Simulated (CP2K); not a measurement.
Runs of CP2K 2026.2 on KCl (Sylvite). Symmetry: Fm-3m, No. 225, cubic system. The conventional cell has a = 6.293 Å, b = 6.293 Å, c = 6.293 Å, α = 90.00°, β = 90.00°, γ = 90.00°. K (site symmetry m-3m) is surrounded by 6 Cl at 3.15 Å. Cl (site symmetry m-3m) is surrounded by 6 K at 3.15 Å. 

| task | level | potentials or basis | smearing | EPS_DEFAULT | NGRIDS | CUTOFF of the grids | points a segment of the path (NPOINTS) | bands added on the path | gap on the mesh (eV) | pressure (GPa) | V0 of scaled cells (Å³/atom) | B0 (GPa) |
| --- | --- | --- | --- | --- | --- | --- | --- | --- | --- | --- | --- | --- |
| equation of state | PBEsol | POTENTIAL_UZH K GTH-PBE-q9, Cl GTH-PBE-q7; TZVP-MOLOPT-PBE-GTH basis | fermi-dirac 0.01 eV | 1.0E-9 | 4 | 450 Ry | - | - | - | - | 30.63 | 18 |
| equation of state | PBE | POTENTIAL_UZH K GTH-PBE-q9, Cl GTH-PBE-q7; TZVP-MOLOPT-PBE-GTH basis | fermi-dirac 0.05 eV | 1.0E-10 | 5 | 450 Ry | - | - | - | - | 32.55 | 16 |
| band structure | PBEsol | POTENTIAL_UZH K GTH-PBE-q9, Cl GTH-PBE-q7; TZVP-MOLOPT-PBE-GTH basis | fermi-dirac 0.05 eV | 1.0E-9 | 4 | 450 Ry | 10 | 6 | (b) | -0.3 | - | - |
| band structure | TB-mBJ | POTENTIAL_UZH K GTH-PBE-q9, Cl GTH-PBE-q7; TZVP-MOLOPT-PBE-GTH basis | fermi-dirac 0.01 eV | 1.0E-9 | 4 | 675 Ry | 10 | 6 | 5.95 | - | - | - |
| single point | PBE | POTENTIAL_UZH K GTH-PBE-q9, Cl GTH-PBE-q7; TZVP-MOLOPT-PBE-GTH basis | gaussian 0.02 eV | 1.0E-10 | 4 | 450 Ry | - | - | (a) | 0.8 | - | - |
| band structure | r2SCAN | POTENTIAL_UZH K GTH-SCAN-q9, Cl GTH-SCAN-q7; TZVP-MOLOPT-SCAN-GTH basis | fermi-dirac 0.05 eV | 1.0E-9 | 4 | 675 Ry | 8 | 4 | (c) | 0.0 | - | - |
| single point | RPBE | POTENTIAL_UZH K GTH-PBE-q9, Cl GTH-PBE-q7; TZVP-MOLOPT-PBE-GTH basis | gaussian 0.1 eV | 1.0E-10 | 4 | 450 Ry | - | - | 5.51 | 2.3 | - | - |
| band structure | LDA | GTH_POTENTIALS K GTH-PADE-q9, Cl GTH-PADE-q7; TZVP-MOLOPT-PBE-GTH basis | fermi-dirac 0.01 eV | 1.0E-10 | 5 | 450 Ry | 6 | 4 | 4.72 | -2.0 | - | - |

Alike in all rows: no spin polarisation; cell as given; k mesh 7 × 7 × 7.

Fill in the values left out.

(a) 5.16; (b) 4.98; (c) 5.82.

Caveats: the basis of atomic orbitals isn't converged, which shifts pressures, moduli and gaps; the potentials were made for another functional, which shifts forces and pressure (some runs); an odd mesh through Γ misses points on the zone boundary, where band edges often lie (some runs); this is a model potential without an energy functional, so only levels have meaning (some runs).

Not every run made on this cell is shown here.
